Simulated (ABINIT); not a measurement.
# ZnSe (Stilleite): G0W0 with and without spin-orbit coupling

Is the spin-orbit change of the gap of ZnSe (Stilleite) the same in DFT and in GW?

Program: ABINIT 10.8.3. Level of theory: PBE and many-body steps on it, plane waves. Results are calculated unless marked as measured.

**Experimental background.**

- Gap 2.695 ± 0.003 eV: excitonic gap from free-exciton PL, not corrected for exciton binding; photoluminescence; 300 K; bulk crystal (Bridgman-grown crystal, polished and etched) (“Alloy Disordering Effects on the Thermal Conductivity and Energy Gap Temperature Dependence of Cd1−xZnxSe Ternary Crystals Grown by the Bridgman Method”, 2023, pmc:10253836).

### 1. Set-up

The structure is cubic, space group F-43m (No. 216). The conventional cell has a = 5.668 Å, b = 5.668 Å, c = 5.668 Å, α = 90.00°, β = 90.00°, γ = 90.00°. Zn has 4 Se at 2.45 Å nearest. Se has 4 Zn at 2.45 Å nearest. Farther neighbours and most contacts between anions are not listed.

The cell and positions come from the Crystallography Open Database and are kept as given unless a step says otherwise.

### 2. Empty states on the mesh, 4×4×4 mesh, 120 bands

This step: ABINIT 10.8.3; DFT, PBE, plane waves, norm-conserving pseudopotentials.

The sums over transitions need many empty states on a uniform mesh; this step solves for them.

File run.abi:

```
acell 3*1.0 Angstrom
rprim 
  -0.000000000000 2.833800000000 2.833800000000
  2.833800000000 0.000000000000 2.833800000000
  2.833800000000 2.833800000000 -0.000000000000
ntypat 2
znucl 30 34
natom 2
typat 1 2
xred 
  0.000000000000 0.000000000000 0.000000000000
  0.250000000000 0.250000000000 0.250000000000
pp_dirpath "pseudos"
pseudos "Zn.upf, Se.upf"
ecut 48
ngkpt 4 4 4
nshiftk 1
shiftk 0 0 0
kptopt 1
chksymbreak 0
iscf -2
irdden 1
istwfk *1
nband 120
nbdbuf 10
tolwfr 1e-09
nstep 60
prtvol 0
indata_prefix "in"
outdata_prefix "out"
tmpdata_prefix "tmp"
```

Started as:

```console
> OMP_NUM_THREADS=1 mpirun -n 8 abinit run.abi > log
```

Numbers of over 12 decimals in the logs are rounded to 6 here.

The program printed:

```text
.Version 10.8.3 of ABINIT. v10.8.2 released Aug 2026.

 Symmetries : space group F-4 3 m (#216); Bravais cF (face-center cubic)
[... echo of the input left out ...]
== DATASET  1 ==================================================================
-   mpi_nproc: 8, omp_nthreads: 1 (-1 if OMP is not activated)

--- !DatasetInfo
iteration_state: {dtset: 1, }
dimensions: {natom: 2, nkpt: 8, mband: 120, nsppol: 1, nspinor: 1, nspden: 1, mpw: 4910, }
cutoff_energies: {ecut:  48.0, pawecutdg:  -1.0, }
[...]
3.16986    3.16987    3.22418    3.22418    3.22418    3.24918    3.24918    3.24918
   3.25704    3.25704    3.30164    3.30164    3.30164    3.32279    3.36050    3.37496
 prteigrs : prtvol=0 or 1, do not print more k-points.

== END DATASET(S) ==============================================================
================================================================================

 -outvars: echo values of variables after computation  --------
            nband         120
             nkpt           8
          spgroup         216
 [... the other variables as echoed above ...]

 Calculation completed.
```

Wall time 34 s (8 MPI ranks of Intel Xeon Platinum 8259CL at 2.50GHz (Skylake/Cascade Lake), shared host); peak memory 0.72 GiB.

Numbers from this step:

```yaml
gap: 1.288 eV
k_of_the_valence_top: 0, 0, 0
k_of_the_conduction_bottom: 0, 0, 0
least_direct_gap: 1.288 eV
k_points_computed: 8
lowest_point_of_the_top_converged_band_above_the_valence_top: 81.6638 eV
```

On this mesh the gap is 1.288 eV.

The density comes from a self-consistent run that is not shown.

### 3. Screening, 4×4×4 mesh, 110 bands, screening to 149.7 eV

The RPA dielectric matrix is built and inverted for each q.

This step: RPA screening on PBE, plane waves, norm-conserving pseudopotentials.

Edit run.abi of step 2 so:

```diff
@@ -20,10 +20,11 @@
 chksymbreak 0
-iscf -2
-irdden 1
 istwfk *1
-nband 120
-nbdbuf 10
-tolwfr 1e-09
-nstep 60
-prtvol 0
+occopt 1
+irdwfk 1
+optdriver 3
+nband 110
+ecuteps 5.5
+inclvkb 0
+awtr 1
+symchi 1
 indata_prefix "in"
```

The program printed:

```text
.Version 10.8.3 of ABINIT. v10.8.2 released Aug 2026.

 Symmetries : space group F-4 3 m (#216); Bravais cF (face-center cubic)
[... echo of the input left out ...]
== DATASET  1 ==================================================================
-   mpi_nproc: 8, omp_nthreads: 1 (-1 if OMP is not activated)

--- !DatasetInfo
iteration_state: {dtset: 1, }
dimensions: {natom: 2, nkpt: 8, mband: 110, nsppol: 1, nspinor: 1, nspden: 1, mpw: 4910, }
cutoff_energies: {ecut:  48.0, pawecutdg:  -1.0, }
electrons: {nelect:   4.40000000E+01, charge:   0.00000000E+00, occopt:   1.00000000E+00, tsmear:   1.00000000E-02, }

 SCREENING: Calculation of the susceptibility and dielectric matrices

 Based on a program developped by R.W. Godby, V. Olevano, G. Onida, and L. Reining.
 Incorporated in ABINIT by V. Olevano, G.-M. Rignanese, and M. Torrent.
.Using double precision arithmetic ; gwpc =  8

[... cell and pseudopotentials left out ...]
--------------------------------------------------------------------------------

 ==== K-mesh for the wavefunctions ====
 Number of points in the irreducible wedge :     8
[... list of points left out ...]
 Together with 24 symmetry operations and time-reversal symmetry
 yields    64 points in the full Brillouin Zone.

 ==== Q-mesh for the screening function ====
 Number of points in the irreducible wedge :     8
[... list of points left out ...]
 Together with 24 symmetry operations and time-reversal symmetry
 yields    64 points in the full Brillouin Zone.

 setmesh: FFT mesh size selected  =    32x   32x   32
          total number of points  =        32768

 vcoul_init : cutoff-mode = AUXILIARY_FUNCTION
 q-points for optical limit:   1
     1)      0.000010    0.000020    0.000030

- screening: taking advantage of time-reversal symmetry
- Maximum band index for partially occupied states nbvw = 22
- Remaining bands to be divided among processors   nbcw = 88
- Number of bands treated by each node ~11

 Number of electrons calculated from density =   44.0000; Expected =   44.0000
 average of density, n =  0.143258
 r_s =    1.1856
 omega_plasma =   36.5103 [eV]

 calculating chi0 at frequencies [eV] :
  1    0.000000E+00    0.000000E+00
  2    0.000000E+00    3.651025E+01

--------------------------------------------------------------------------------
  q-point number  1        q = ( 0.000000, 0.000000, 0.000000) [r.l.u.]
--------------------------------------------------------------------------------
[... chi0 elements left out ...]
 For q-point:  0.000010 0.000020 0.000030
  dielectric constant =  16.9040
  dielectric constant without local fields =  18.0916

  Average fulfillment of the sum rule on Im[epsilon] for q-point    1 :     34.84  [%]
[... wings left out ...]
  q-point number  2        q = ( 0.250000, 0.000000, 0.000000) [r.l.u.]
--------------------------------------------------------------------------------
[... chi0 elements left out ...]
  Average fulfillment of the sum rule on Im[epsilon] for q-point    2 :     41.29  [%]

 [... 6 further q-points ...]
```

Wall time 38 s (8 MPI ranks); peak memory 1.9 GiB; 5 min of CPU time.

Numbers from this step:

| Property | Result |
| --- | --- |
| ε∞ with local fields, on this mesh, along the program's q direction | 16.90 |
| the same without local fields | 18.09 |
| plasma frequency | 36.51 eV |
| plane waves in the screening matrix | 169 |

Local fields lower ε∞ by 7 %. On a Γ-centred mesh this coarse the value itself is usually too large, while a short band sum pulls it down.

### 4. Scalar-relativistic

The self-energy is evaluated for the states that the input lists, and the levels follow from it, in one-shot runs by the linearised quasiparticle equation.

This step: G0W0 on PBE, plane waves, norm-conserving pseudopotentials.

Edit run.abi of step 3 so:

```diff
@@ -23,8 +23,15 @@
 irdwfk 1
-optdriver 3
+optdriver 4
 nband 110
+gwcalctyp 0
+ecutsigx 48
+symsigma 1
+nkptgw 1
+kptgw 
+  0.0000000000 0.0000000000 0.0000000000
+bdgw 
+  20 26
 ecuteps 5.5
-inclvkb 0
-awtr 1
-symchi 1
+irdscr 1
+ppmodel 1
 indata_prefix "in"
```

The program printed:

```text
.Version 10.8.3 of ABINIT. v10.8.2 released Aug 2026.

 Symmetries : space group F-4 3 m (#216); Bravais cF (face-center cubic)
[... echo of the input left out ...]
== DATASET  1 ==================================================================
-   mpi_nproc: 8, omp_nthreads: 1 (-1 if OMP is not activated)

--- !DatasetInfo
iteration_state: {dtset: 1, }
dimensions: {natom: 2, nkpt: 8, mband: 110, nsppol: 1, nspinor: 1, nspden: 1, mpw: 4910, }
cutoff_energies: {ecut:  48.0, pawecutdg:  -1.0, }
electrons: {nelect:   4.40000000E+01, charge:   0.00000000E+00, occopt:   1.00000000E+00, tsmear:   1.00000000E-02, }

 SIGMA: Calculation of the GW corrections

 Based on a program developped by R.W. Godby, V. Olevano, G. Onida, and L. Reining.
 Incorporated in ABINIT by V. Olevano, G.-M. Rignanese, and M. Torrent.
.Using double precision arithmetic ; gwpc =  8

[... cell and pseudopotentials left out ...]
--------------------------------------------------------------------------------

 ==== K-mesh for the wavefunctions ====
 Number of points in the irreducible wedge :     8
[... list of points left out ...]
 Together with 24 symmetry operations and time-reversal symmetry
 yields    64 points in the full Brillouin Zone.

 ==== Q-mesh for screening function ====
 Number of points in the irreducible wedge :     8
[... list of points left out ...]
 Together with 24 symmetry operations and time-reversal symmetry
 yields    64 points in the full Brillouin Zone.

 vcoul_init : cutoff-mode = AUXILIARY_FUNCTION
 q-points for optical limit:   1
     1)      0.000010    0.000020    0.000030
 setmesh: FFT mesh size selected  =    48x   48x   48
          total number of points  =       110592

 Number of electrons calculated from density =   44.0000; Expected =   44.0000
 average of density, n =  0.143258
 r_s =    1.1856
 omega_plasma =   36.5103 [eV]

 === KS Band Gaps ===
  >>>> For spin  1
   Minimum direct gap =   1.2885 [eV], located at k-point      :   0.0000  0.0000  0.0000
   Fundamental gap    =   1.2885 [eV], Top of valence bands at :   0.0000  0.0000  0.0000
                                       Bottom of conduction at :   0.0000  0.0000  0.0000
 SIGMA fundamental parameters:
 PLASMON POLE MODEL  1
 number of plane-waves for SigmaX                 4909
 number of plane-waves for SigmaC and W            169
 number of plane-waves for wavefunctions          4909
 number of bands                                   110
 number of independent spin polarizations            1
 number of spinorial components                      1
 number of k-points in IBZ                           8
 number of q-points in IBZ                           8
 number of symmetry operations                      24
 number of k-points in BZ                           64
 number of q-points in BZ                           64
 number of frequencies for dSigma/dE                 9
 frequency step for dSigma/dE [eV]                0.25
 number of omega for Sigma on real axis              0
 max omega for Sigma on real axis  [eV]           0.00
 zcut for avoiding poles [eV]                     0.10

 EPSILON^-1 parameters (SCR file):
 dimension of the eps^-1 matrix on file            169
 dimension of the eps^-1 matrix used               169
 number of plane-waves for wavefunctions          4909
 number of bands                                   110
 number of q-points in IBZ                           8
 number of frequencies                               2
 number of real frequencies                          1
 number of imag frequencies                          1

 matrix elements of self-energy operator (all in [eV])

 Perturbative Calculation

--- !SelfEnergy_ee
iteration_state: {dtset: 1, }
kpoint     : [   0.000,    0.000,    0.000, ]
spin       : 1
KS_gap     :    1.289
QP_gap     :    1.978
Delta_QP_KS:    0.689
data: !SigmaeeData |
     Band     E0 <VxcDFT>   SigX SigC(E0)      Z dSigC/dE  Sig(E)    E-E0       E
       20   4.164 -17.093 -19.827   2.096   0.805  -0.243 -17.607  -0.514   3.651
       21   4.164 -17.093 -19.827   2.096   0.805  -0.243 -17.607  -0.514   3.651
       22   4.164 -17.093 -19.827   2.096   0.805  -0.243 -17.607  -0.514   3.651
       23   5.453 -12.787  -8.817  -3.757   0.822  -0.216 -12.612   0.175   5.628
       24   9.979 -11.028  -6.246  -4.352   0.818  -0.222 -10.676   0.352  10.331
       25   9.979 -11.028  -6.246  -4.352   0.818  -0.222 -10.676   0.352  10.331
       26   9.979 -11.028  -6.246  -4.352   0.818  -0.222 -10.676   0.352  10.331

== END DATASET(S) ==============================================================
================================================================================

 -outvars: echo values of variables after computation  --------
           etotal      0.0000000000E+00
            nband         110
             nkpt           8
          spgroup         216
 [... the other variables as echoed above ...]

 Calculation completed.
```

Elapsed: 6.7 s, on 8 MPI ranks; peak memory 1.3 GiB; 51 s of CPU time.

Numbers from this step:

* G0W0 gap on the points computed: 1.977 eV
* starting gap on the mesh: 1.288 eV
* k of the valence top: 0, 0, 0
* k of the conduction bottom: 0, 0, 0
* Z at the valence top: 0.805
* Z at the conduction bottom: 0.822
* least direct G0W0 gap on the computed points: 1.977 eV

The gap on the mesh goes from 1.29 eV to 1.98 eV, a correction of +0.69 eV.

### 5. Empty states on the mesh, 4×4×4 mesh, 242 bands

This step: DFT, PBE with spin-orbit coupling, plane waves, norm-conserving pseudopotentials.

Edit run.abi of step 4 so:

```diff
@@ -15,2 +15,3 @@
 ecut 48
+nspinor 2
 ngkpt 4 4 4
@@ -20,18 +21,10 @@
 chksymbreak 0
+iscf -2
+irdden 1
 istwfk *1
-occopt 1
-irdwfk 1
-optdriver 4
-nband 110
-gwcalctyp 0
-ecutsigx 48
-symsigma 1
-nkptgw 1
-kptgw 
-  0.0000000000 0.0000000000 0.0000000000
-bdgw 
-  20 26
-ecuteps 5.5
-irdscr 1
-ppmodel 1
+nband 242
+nbdbuf 22
+tolwfr 1e-09
+nstep 60
+prtvol 0
 indata_prefix "in"
```

The program printed:

```text
.Version 10.8.3 of ABINIT. v10.8.2 released Aug 2026.

 Symmetries : space group F-4 3 m (#216); Bravais cF (face-center cubic)
[... echo of the input left out ...]
== DATASET  1 ==================================================================
-   mpi_nproc: 8, omp_nthreads: 1 (-1 if OMP is not activated)

--- !DatasetInfo
iteration_state: {dtset: 1, }
dimensions: {natom: 2, nkpt: 8, mband: 242, nsppol: 1, nspinor: 2, nspden: 1, mpw: 4910, }
cutoff_energies: {ecut:  48.0, pawecutdg:  -1.0, }
[...]
3.25712    3.25712    3.25712    3.25712    3.30163    3.30163    3.30164    3.30164
   3.30164    3.30164    3.32290    3.32290    3.36002    3.36083    3.37502    3.37519
   3.37562    3.37668
 prteigrs : prtvol=0 or 1, do not print more k-points.

== END DATASET(S) ==============================================================
================================================================================

 -outvars: echo values of variables after computation  --------
            nband         242
             nkpt           8
          spgroup         216
 [... the other variables as echoed above ...]

 Calculation completed.
```

It took 3.3 min on 8 MPI ranks; peak memory 0.93 GiB.

Numbers from this step:

| Property | Result |
| --- | --- |
| gap | 1.164 eV |
| k of the valence top | 0, 0, 0 |
| k of the conduction bottom | 0, 0, 0 |
| least direct gap | 1.164 eV |
| k points computed | 8 |
| lowest point of the top converged band, above the valence top | 81.5400 eV |

On this mesh the gap is 1.164 eV.

The density comes from a self-consistent run that is not shown, made with spin-orbit coupling and fully relativistic files.

### 6. Screening, 4×4×4 mesh, 220 bands, screening to 149.7 eV

This step: RPA screening on PBE with spin-orbit coupling, plane waves, norm-conserving pseudopotentials.

Edit run.abi of step 5 so:

```diff
@@ -21,10 +21,11 @@
 chksymbreak 0
-iscf -2
-irdden 1
 istwfk *1
-nband 242
-nbdbuf 22
-tolwfr 1e-09
-nstep 60
-prtvol 0
+occopt 1
+irdwfk 1
+optdriver 3
+nband 220
+ecuteps 5.5
+inclvkb 0
+awtr 1
+symchi 1
 indata_prefix "in"
```

The program printed:

```text
.Version 10.8.3 of ABINIT. v10.8.2 released Aug 2026.

 Symmetries : space group F-4 3 m (#216); Bravais cF (face-center cubic)
[... echo of the input left out ...]
== DATASET  1 ==================================================================
-   mpi_nproc: 8, omp_nthreads: 1 (-1 if OMP is not activated)

--- !DatasetInfo
iteration_state: {dtset: 1, }
dimensions: {natom: 2, nkpt: 8, mband: 220, nsppol: 1, nspinor: 2, nspden: 1, mpw: 4910, }
cutoff_energies: {ecut:  48.0, pawecutdg:  -1.0, }
electrons: {nelect:   4.40000000E+01, charge:   0.00000000E+00, occopt:   1.00000000E+00, tsmear:   1.00000000E-02, }

 SCREENING: Calculation of the susceptibility and dielectric matrices

 Based on a program developped by R.W. Godby, V. Olevano, G. Onida, and L. Reining.
 Incorporated in ABINIT by V. Olevano, G.-M. Rignanese, and M. Torrent.
.Using double precision arithmetic ; gwpc =  8

[... cell and pseudopotentials left out ...]
--------------------------------------------------------------------------------

 ==== K-mesh for the wavefunctions ====
 Number of points in the irreducible wedge :     8
[... list of points left out ...]
 Together with 24 symmetry operations and time-reversal symmetry
 yields    64 points in the full Brillouin Zone.

 ==== Q-mesh for the screening function ====
 Number of points in the irreducible wedge :     8
[... list of points left out ...]
 Together with 24 symmetry operations and time-reversal symmetry
 yields    64 points in the full Brillouin Zone.

 setmesh: FFT mesh size selected  =    32x   32x   32
          total number of points  =        32768

 vcoul_init : cutoff-mode = AUXILIARY_FUNCTION
 q-points for optical limit:   1
     1)      0.000010    0.000020    0.000030

- screening: taking advantage of time-reversal symmetry
- Maximum band index for partially occupied states nbvw = 44
- Remaining bands to be divided among processors   nbcw = 176
- Number of bands treated by each node ~22

 Number of electrons calculated from density =   44.0000; Expected =   44.0000
 average of density, n =  0.143258
 r_s =    1.1856
 omega_plasma =   36.5103 [eV]

 calculating chi0 at frequencies [eV] :
  1    0.000000E+00    0.000000E+00
  2    0.000000E+00    3.651025E+01

--------------------------------------------------------------------------------
  q-point number  1        q = ( 0.000000, 0.000000, 0.000000) [r.l.u.]
--------------------------------------------------------------------------------
[... chi0 elements left out ...]
 For q-point:  0.000010 0.000020 0.000030
  dielectric constant =  17.6480
  dielectric constant without local fields =  18.8431

  Average fulfillment of the sum rule on Im[epsilon] for q-point    1 :     34.83  [%]
[... wings left out ...]
  q-point number  2        q = ( 0.250000, 0.000000, 0.000000) [r.l.u.]
--------------------------------------------------------------------------------
[... chi0 elements left out ...]
  Average fulfillment of the sum rule on Im[epsilon] for q-point    2 :     41.36  [%]

 [... 6 further q-points ...]
```

It took 7.1 min on 8 MPI ranks; peak memory 5.5 GiB; 57 min of CPU time.

This step gave:

```yaml
eps_infinity_with_local_fields_on_this_mesh_along_the_program_s_q_direction: 17.65
the_same_without_local_fields: 18.84
plasma_frequency: 36.51 eV
plane_waves_in_the_screening_matrix: 169
```

[end of part 1 of 2]

[Paths, hosts, dates, memory and timing lines, banners, echoed tables and standing remarks are left out of the program output.]

[Logs are printed without paths, hosts, clocks, repeated set-up lines and the standing remarks that a program may print on its own settings, such as how far it seeks lower states.]

[Runs of the session that timed out or met a known fault of the program may be left out.]

[Hosts, paths, dates, database ids (printed as entryN), source tags and the programs' standing remarks are cut or masked in the printed files.]

[G0W0 gaps are taken among the corrected bands and points alone; a level outside them can change the order at an edge.]

[Where Ansatz stands beside ABINIT at settings called matched, ABINIT's density can come from a denser mesh and the files from another edition; pairs whose starting gaps differed by over 0.03 eV were left out, so agreement reads better than it is.]
